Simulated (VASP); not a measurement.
Write the native input for VASP 6.6.1 that does the following.

```
Task                               : band structure
Functional                         : r2SCAN-EpsX
Potentials or basis                : VASP PAW PBE potentials, release 64 (Al, N)
Cutoff                             : 520 eV
k mesh                             : 6 × 6 × 4
Occupations                        : gaussian, width 0.02 eV
Spin                               : no spin polarisation
Ladder                             : gaps
Grid for exact exchange (PRECFOCK) : Fast
Exchange at q = 0                  : truncated
Share of exact exchange            : 0.2218
Further INCAR settings             : ALGO = Normal; EDIFF = 1e-07; NBANDS = 16
```

AlN:

```
Al N
1.0
     3.11300    0.00000    0.00000
    -1.55650    2.69594    0.00000
     0.00000    0.00000    4.98100
Al N
2 2
Direct
  0.66667 0.33333 0.50000
  0.33333 0.66667 0.00000
  0.66667 0.33333 0.88000
  0.33333 0.66667 0.38000
```

These files were run (other wordings do the same):

POSCAR

```
AlN
1.0
    3.1130000000      0.0000000000      0.0000000000
   -1.5565000000      2.6959370820      0.0000000000
    0.0000000000      0.0000000000      4.9810000000
Al N
2 2
Direct
    0.6666666667      0.3333333333      0.5000000000
    0.3333333333      0.6666666667      0.0000000000
    0.6666666667      0.3333333333      0.8800000000
    0.3333333333      0.6666666667      0.3800000000
```

INCAR.step1

```
PREC     = Accurate       # precision mode
ENCUT    = 520            # plane-wave cutoff, eV
EDIFF    = 1E-8           # SCF threshold, eV
ISMEAR   = 0              # smearing method
SIGMA    = 0.02           # smearing width, eV
LREAL    = False          # projectors in reciprocal space
LASPH    = True           # aspherical terms in the spheres
NELM     = 100            # most SCF steps
ALGO     = Normal         # electronic algorithm
ISIF     = 2              # what is computed and relaxed
LWAVE    = False          # write WAVECAR
LCHARG   = False          # write CHGCAR
GGA      = PE             # functional
LEPSILON = True           # dielectric tensor by DFPT
KPAR     = 4
```

KPOINTS.step1

```
Automatic mesh
0
G
  10 10 6
  0 0 0
```

INCAR.step2

```
PREC     = Accurate       # precision mode
ENCUT    = 520            # plane-wave cutoff, eV
EDIFF    = 1E-5           # SCF threshold, eV
ISMEAR   = 0              # smearing method
SIGMA    = 0.02           # smearing width, eV
LREAL    = False          # projectors in reciprocal space
LASPH    = True           # aspherical terms in the spheres
NELM     = 100            # most SCF steps
ALGO     = Normal         # electronic algorithm
ISIF     = 2              # what is computed and relaxed
LWAVE    = True           # write WAVECAR
LCHARG   = False          # write CHGCAR
NBANDS   = 16             # bands
GGA      = PE             # functional
KPAR     = 4
```

KPOINTS.step2

```
Automatic mesh
0
Gamma
  6 6 4
```

INCAR.step3

```
PREC     = Accurate       # precision mode
ENCUT    = 520            # plane-wave cutoff, eV
EDIFF    = 1E-7           # SCF threshold, eV
ISMEAR   = 0              # smearing method
SIGMA    = 0.02           # smearing width, eV
LREAL    = False          # projectors in reciprocal space
LASPH    = True           # aspherical terms in the spheres
NELM     = 100            # most SCF steps
ALGO     = Normal         # electronic algorithm
ISIF     = 2              # what is computed and relaxed
LWAVE    = False          # write WAVECAR
LCHARG   = False          # write CHGCAR
METAGGA  = R2SCAN         # meta-GGA
LHFCALC  = True           # exact exchange
AEXX     = 0.2218         # exact-exchange fraction
LMIXTAU  = True         
PRECFOCK = Fast         
NBANDS   = 16             # bands
ISTART   = 1            
HFRCUT   = -1           
KPAR     = 4
```

KPOINTS.step3

```
Automatic mesh
0
Gamma
  6 6 4
```

KPOINTS_OPT

```
path GMKGALHA,LM,KH
12
line-mode
reciprocal
 0.0000000000  0.0000000000  0.0000000000  G
 0.5000000000  0.0000000000  0.0000000000  M

 0.5000000000  0.0000000000  0.0000000000  M
 0.3333333333  0.3333333333  0.0000000000  K

 0.3333333333  0.3333333333  0.0000000000  K
 0.0000000000  0.0000000000  0.0000000000  G

 0.0000000000  0.0000000000  0.0000000000  G
 0.0000000000  0.0000000000  0.5000000000  A

 0.0000000000  0.0000000000  0.5000000000  A
 0.5000000000  0.0000000000  0.5000000000  L

 0.5000000000  0.0000000000  0.5000000000  L
 0.3333333333  0.3333333333  0.5000000000  H

 0.3333333333  0.3333333333  0.5000000000  H
 0.0000000000  0.0000000000  0.5000000000  A

 0.5000000000  0.0000000000  0.5000000000  L
 0.5000000000  0.0000000000  0.0000000000  M

 0.3333333333  0.3333333333  0.0000000000  K
 0.3333333333  0.3333333333  0.5000000000  H
```

Potentials or basis: VASP PAW PBE potentials, release 64 (Al, N).

Launch:

```bash
$ cat potpaw_PBE.64/Al/POTCAR potpaw_PBE.64/N/POTCAR > POTCAR
$ cp INCAR.step1 INCAR
$ cp KPOINTS.step1 KPOINTS
$ mpirun -np 4 vasp_std > vasp.out
$ cp INCAR.step2 INCAR
$ cp KPOINTS.step2 KPOINTS
$ mpirun -np 4 vasp_std > vasp.out
$ cp INCAR.step3 INCAR
$ cp KPOINTS.step3 KPOINTS
$ mpirun -np 4 vasp_std > vasp.out
```

It gave:

```
Pressure                : -4.0 GPa
Largest force           : 0.125 eV/Å
Band gap on the k mesh  : 6.52 eV, direct
Band gap along the path : 6.52 eV, direct
```

Caveat: the PAW data sets were made with another functional, which shifts forces and pressure a little.

Wall time 11 min on 4 MPI ranks on Intel(R) Xeon(R) 6975P-C (Granite Rapids) (shared host), peak memory 0.32 GiB a rank.
